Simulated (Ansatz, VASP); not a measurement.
# Two plane-wave programs on PtSe2 (Sudovikovite)

The input INCAR:

```
PREC = Accurate ; ENCUT = 520
EDIFF = 1E-7 ; ISMEAR = -1
SIGMA = 0.05 ; LREAL = F
LASPH = T ; NELM = 100
ALGO = Normal ; ISIF = 2
LWAVE = F ; LCHARG = F
GGA = PE ; NBANDS = 18
```

File KPOINTS:

```
Automatic mesh
0
Gamma
  8 8 5
```

POSCAR

```
PtSe2
1.0
    3.7240000000      0.0000000000      0.0000000000
   -1.8620000000      3.2250786037      0.0000000000
    0.0000000000      0.0000000000      5.0620000000
Pt Se
1 2
Direct
    0.0000000000      0.0000000000      0.0000000000
    0.6666666667      0.3333333333      0.7500000000
    0.3333333333      0.6666666667      0.2500000000
```

File input.yaml:

```yaml
crystal:
  lattice:
    - [3.724, 0.0, 0.0]
    - [-1.862, 3.2250786037, 0.0]
    - [0.0, 0.0, 5.062]
  atoms:
    - { symbol: Pt, position: [0.0, 0.0, 0.0] }
    - { symbol: Se, position: [0.6666666667, 0.3333333333, 0.75] }
    - { symbol: Se, position: [0.3333333333, 0.6666666667, 0.25] }
hamiltonian:
  xc: pbe
  pseudopotentials: { kind: paw }
kpoints:
  mp_grid: { grid: [8, 8, 5] }
scf:
  occupations: { method: fermi_dirac, width: 0.05 }
output:
  forces: true
  stress: true
  eigenvalues: true
```

Alike in both runs: task single point; functional PBE; k mesh 8 × 8 × 5; occupations fermi-dirac, width 0.05 eV; no spin polarisation.

|  | VASP | Ansatz |
| --- | --- | --- |
| version | VASP 6.6.1 | Ansatz 0.2.0 |
| potentials or method | VASP PAW PBE potentials, release 64 (Pt, Se) | Ansatz PAW |
| plane-wave cutoff (eV) | 520 | 420 |
| valence electrons in the cell | 22 | 50 |

Ansatz gave:

* gap on the k mesh at the Fermi level (eV): none
* pressure (GPa): 7.3
* largest component of the traceless stress (GPa): 1.23
* rms of the force components (eV/Å): 0.279

Question: Which values does VASP return?

Answer: gap on the k mesh at the Fermi level (eV): none; pressure (GPa): 7.3; largest component of the traceless stress (GPa): 1.24; rms of the force components (eV/Å): 0.282.

Atom by atom the forces differ by 0.003 eV/Å (rms over components). A gap of «none» marks a metal or a gap that the smearing closes. With one functional, cell and mesh, what is left measures potentials, basis and numerics. The two sets of potentials don't hold the same shells in valence.

The runs have no spin-orbit coupling, so splittings on Pt are missing.
